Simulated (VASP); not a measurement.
Set up this calculation in VASP 6.6.1, as the native input.

```
Task                   : single point
Functional             : revPBE
Potentials or basis    : VASP PAW PBE potentials, release 64 (Ga_d)
Cutoff                 : 520 eV
k mesh                 : 13 × 13 × 13
Occupations            : fermi-dirac, width 0.1 eV
Spin                   : no spin polarisation
Dipole correction      : no
Further INCAR settings : ALGO = Normal; EDIFF = 1e-07; NBANDS = 12
```

The structure of Ga lies in POSCAR:

```
Ga
1.0
    2.7130360389      0.0000000000      0.0000000000
    0.0000000000      2.7130360389      0.0000000000
    0.0000000000      0.0000000000      2.7130360389
Ga
1
Direct
    0.0000000000      0.0000000000      0.0000000000
```

This isn't the form of Ga at room conditions, which is orthorhombic.

These files were run (other wordings do the same):

INCAR

```
SYSTEM = Ga
PREC = Accurate
ENCUT = 520
EDIFF = 1E-7
ISMEAR = -1
SIGMA = 0.1
LREAL = .False.
LASPH = .True.
NELM = 80
ALGO = Normal
ISIF = 2
LWAVE = .False.
LCHARG = .False.
GGA = RE
NBANDS = 12
```

KPOINTS

```
Automatic mesh
0
Gamma
  13 13 13
  0 0 0
```

Potentials or basis: VASP PAW PBE potentials, release 64 (Ga_d).

Command:

```sh
$ cat potpaw_PBE.64/Ga_d/POTCAR > POTCAR
$ mpirun -np 1 vasp_std > vasp.out
```

It gave:

The pressure is 1.8 GPa and the band gap on the k mesh is none (metal or under the smearing width).

Caveat: the PAW data sets were made with another functional, which shifts forces and pressure a little.

Wall time 10 s on 1 thread of Intel(R) Xeon(R) Platinum 8488C (Sapphire Rapids), on a shared host, peak memory 0.13 GiB.
